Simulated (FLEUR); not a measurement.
Here is a FLEUR MaX-R8.1 (later development tree) calculation.

inp.xml

```xml
<?xml version="1.0" encoding="UTF-8" standalone="no"?>
<fleurInput fleurInputVersion="0.39">
   <comment>
      Au                                                                                                  
   </comment>
   <calculationSetup>
      <cutoffs Kmax="4.1" Gmax="12.7" GmaxXC="12.7" numbands="all"/>
      <scfLoop itmax="60" minDistance="0.00001" maxIterBroyd="15" imix="Anderson" alpha="0.05" precondParam="0.0" spinf="2.0" sdNocoIR="T"/>
      <coreElectrons ctail="T" frcor="F" kcrel="0" coretail_lmax="0"/>
      <xcFunctional name="vwn" relativisticCorrections="F"/>
      <magnetism jspins="1"/>
      <soc l_soc="T" theta="0.0" phi="0.0" spav="F"/>
      <expertModes spex="0" secvar="F"/>
      <geometryOptimization l_f="F" forcealpha="1.0" forcemix="BFGS" epsdisp="0.00001" epsforce="0.00001"/>
      <ldaU l_linMix="F" mixParam="0.05" spinf="1.0"/>
   </calculationSetup>
   <cell>
      <bzIntegration valenceElectrons="19.0" mode="hist" fermiSmearingEnergy="0.00183747">
         <kPointListSelection listName="default-1"/>
         <!-- k-points included here -->
         <xi:include xmlns:xi="http://www.w3.org/2001/XInclude" href="kpts.xml"> </xi:include>
      </bzIntegration>
      <!-- symmetry operations included here -->
      <xi:include xmlns:xi="http://www.w3.org/2001/XInclude" href="sym.xml"> </xi:include>
      <bulkLattice scale="1.0">
         <bravaisMatrix>
            <row-1>    0.0000000000000000     3.8455926635609998     3.8455926635609998</row-1>
            <row-2>    3.8455926635609998     0.0000000000000000     3.8455926635609998</row-2>
            <row-3>    3.8455926635609998     3.8455926635609998     0.0000000000000000</row-3>
         </bravaisMatrix>
      </bulkLattice>
   </cell>
   <atomSpecies>
      <species name="Gold (Au)" element="Au" atomicNumber="79">
         <mtSphere radius="2.52" gridPoints="833" logIncrement="0.016"/>
         <atomicCutoffs lmax="10" lnonsphr="8"/>
         <electronConfig flipSpins="F">
            <coreConfig>(1s1/2) (2s1/2) (2p1/2) (2p3/2) (3s1/2) (3p1/2) (3p3/2) (4s1/2) (3d3/2) (3d5/2) (4p1/2) (4p3/2) (4d3/2) (4d5/2) (4f5/2) (4f7/2)</coreConfig>
            <valenceConfig>(5s1/2) (5p1/2) (5p3/2) (6s1/2) (5d3/2) (5d5/2)</valenceConfig>
            <stateOccupation state="(6s1/2)" spinUp="0.500000" spinDown="0.500000"/>
         </electronConfig>
         <energyParameters s="6" p="6" d="5" f="5"/>
         <lo type="SCLO" l="0" n="5" eDeriv="0"/>
         <lo type="SCLO" l="1" n="5" eDeriv="0"/>
         <lo type="SCLO" l="1" n="5" eDeriv="1"/>
         <lo type="SCLO" l="2" n="5" eDeriv="2"/>
         <lo type="SCLO" l="3" n="5" eDeriv="2"/>
      </species>
   </atomSpecies>
   <atomGroups>
      <atomGroup species="Gold (Au)">
         <relPos label="                   1">.0000000000 .0000000000 .0000000000</relPos>
         <force calculate="T" relaxXYZ="TTT"/>
      </atomGroup>
   </atomGroups>
   <output dos="F" band="F" slice="F">
      <checks vchk="F" cdinf="F"/>
      <bandDOS minEnergy="-.5*Htr" maxEnergy="0.5*Htr" sigma="0.015" storeEVData="T"/>
      <vacuumDOS vacdos="F" integ="F" star="F" nstars="0" locx1="0.0" locy1="0.0" locx2="0.0" locy2="0.0" nstm="0" tworkf="0.0"/>
      <unfoldingBand unfoldBand="F" supercellX="1" supercellY="1" supercellZ="1"/>
      <plotting iplot="0" polar="F">
         <plot TwoD="T" vec1="  1.0  0.0  0.0" vec2="  0.0  1.0  0.0" vec3="  0.0  0.0  1.0" zero="  0.0  0.0  0.0" file="plot"/>
      </plotting>
      <chargeDensitySlicing numkpt="0" minEigenval="0.0" maxEigenval="0.0" nnne="0" pallst="F"/>
      <specialOutput eonly="F"/>
      <moessbauerParams electricFieldGradient="T" isomerShift="T" coreHyperfine="T" valenceHyperfine="T"/>
      <magneticCircularDichroism mcd="F" energyLo="-10.0" energyUp="0.0"/>
   </output>
  <!-- We include the file relax.xml here to enable relaxations (see documentation) -->
  <xi:include xmlns:xi="http://www.w3.org/2001/XInclude" href="relax.xml"> <xi:fallback/> </xi:include>
</fleurInput>
```

The input crystal.txt:

```
Au
&input cartesian=F /
0.0000000000  2.0350000000  2.0350000000
2.0350000000  0.0000000000  2.0350000000
2.0350000000  2.0350000000  0.0000000000
1.8897261246
1.0 1.0 1.0

1
79 0.0000000000  0.0000000000  0.0000000000

&soc 0.0 0.0 /
&kpt div1=8 div2=8 div3=8 gamma=T /
```

Contents of inp.xml (bands):

```
<?xml version="1.0" encoding="UTF-8" standalone="no"?>
<fleurInput fleurInputVersion="0.39">
   <comment>
      Au                                                                                                  
   </comment>
   <calculationSetup>
      <cutoffs Kmax="4.1" Gmax="12.7" GmaxXC="12.7" numbands="all"/>
      <scfLoop itmax="60" minDistance="0.00001" maxIterBroyd="15" imix="Anderson" alpha="0.05" precondParam="0.0" spinf="2.0" sdNocoIR="T"/>
      <coreElectrons ctail="T" frcor="F" kcrel="0" coretail_lmax="0"/>
      <xcFunctional name="vwn" relativisticCorrections="F"/>
      <magnetism jspins="1"/>
      <soc l_soc="T" theta="0.0" phi="0.0" spav="F"/>
      <expertModes spex="0" secvar="F"/>
      <geometryOptimization l_f="F" forcealpha="1.0" forcemix="BFGS" epsdisp="0.00001" epsforce="0.00001"/>
      <ldaU l_linMix="F" mixParam="0.05" spinf="1.0"/>
   </calculationSetup>
   <cell>
      <bzIntegration valenceElectrons="19.0" mode="hist" fermiSmearingEnergy="0.00183747">
         <kPointListSelection listName="path-1"/>
         <!-- k-points included here -->
         <xi:include xmlns:xi="http://www.w3.org/2001/XInclude" href="kpts.xml"> </xi:include>
      </bzIntegration>
      <!-- symmetry operations included here -->
      <xi:include xmlns:xi="http://www.w3.org/2001/XInclude" href="sym.xml"> </xi:include>
      <bulkLattice scale="1.0">
         <bravaisMatrix>
            <row-1>    0.0000000000000000     3.8455926635609998     3.8455926635609998</row-1>
            <row-2>    3.8455926635609998     0.0000000000000000     3.8455926635609998</row-2>
            <row-3>    3.8455926635609998     3.8455926635609998     0.0000000000000000</row-3>
         </bravaisMatrix>
      </bulkLattice>
   </cell>
   <atomSpecies>
      <species name="Gold (Au)" element="Au" atomicNumber="79">
         <mtSphere radius="2.52" gridPoints="833" logIncrement="0.016"/>
         <atomicCutoffs lmax="10" lnonsphr="8"/>
         <electronConfig flipSpins="F">
            <coreConfig>(1s1/2) (2s1/2) (2p1/2) (2p3/2) (3s1/2) (3p1/2) (3p3/2) (4s1/2) (3d3/2) (3d5/2) (4p1/2) (4p3/2) (4d3/2) (4d5/2) (4f5/2) (4f7/2)</coreConfig>
            <valenceConfig>(5s1/2) (5p1/2) (5p3/2) (6s1/2) (5d3/2) (5d5/2)</valenceConfig>
            <stateOccupation state="(6s1/2)" spinUp="0.500000" spinDown="0.500000"/>
         </electronConfig>
         <energyParameters s="6" p="6" d="5" f="5"/>
         <lo type="SCLO" l="0" n="5" eDeriv="0"/>
         <lo type="SCLO" l="1" n="5" eDeriv="0"/>
         <lo type="SCLO" l="1" n="5" eDeriv="1"/>
         <lo type="SCLO" l="2" n="5" eDeriv="2"/>
         <lo type="SCLO" l="3" n="5" eDeriv="2"/>
      </species>
   </atomSpecies>
   <atomGroups>
      <atomGroup species="Gold (Au)">
         <relPos label="                   1">.0000000000 .0000000000 .0000000000</relPos>
         <force calculate="T" relaxXYZ="TTT"/>
      </atomGroup>
   </atomGroups>
   <output dos="F" band="T" slice="F">
      <checks vchk="F" cdinf="F"/>
      <bandDOS minEnergy="-.5*Htr" maxEnergy="0.5*Htr" sigma="0.015" storeEVData="T"/>
      <vacuumDOS vacdos="F" integ="F" star="F" nstars="0" locx1="0.0" locy1="0.0" locx2="0.0" locy2="0.0" nstm="0" tworkf="0.0"/>
      <unfoldingBand unfoldBand="F" supercellX="1" supercellY="1" supercellZ="1"/>
      <plotting iplot="0" polar="F">
         <plot TwoD="T" vec1="  1.0  0.0  0.0" vec2="  0.0  1.0  0.0" vec3="  0.0  0.0  1.0" zero="  0.0  0.0  0.0" file="plot"/>
      </plotting>
      <chargeDensitySlicing numkpt="0" minEigenval="0.0" maxEigenval="0.0" nnne="0" pallst="F"/>
      <specialOutput eonly="F"/>
      <moessbauerParams electricFieldGradient="T" isomerShift="T" coreHyperfine="T" valenceHyperfine="T"/>
      <magneticCircularDichroism mcd="F" energyLo="-10.0" energyUp="0.0"/>
   </output>
  <!-- We include the file relax.xml here to enable relaxations (see documentation) -->
  <xi:include xmlns:xi="http://www.w3.org/2001/XInclude" href="relax.xml"> <xi:fallback/> </xi:include>
</fleurInput>
```

Potentials or basis: all-electron, FLAPW.

Run with:

```console
$ inpgen -f crystal.txt -profile fastHighL
$ # inp.xml edited to the form shown
$ fleur_MPI
$ fleur_MPI   # second run, on inp.xml (bands)
```

**Question.** What does it give for the band gap along the path?

**Answer.** None (metal or under the smearing width).

Core levels (eV from the Fermi level):
| atom | levels |
| --- | --- |
| 1 Au | 1s1/2 -80590.2, 2s1/2 -14207.4, 2p1/2 -13626.5, 2p3/2 -11792.5, 3s1/2 -3350.8, 3p1/2 -3089.3, 3p3/2 -2684.7, 4s1/2 -724.7, 3d3/2 -2249.8, 3d5/2 -2162.8, 4p1/2 -613.3, 4p3/2 -516.0, 4d3/2 -333.5, 4d5/2 -315.3, 4f5/2 -81.0, 4f7/2 -77.2 |
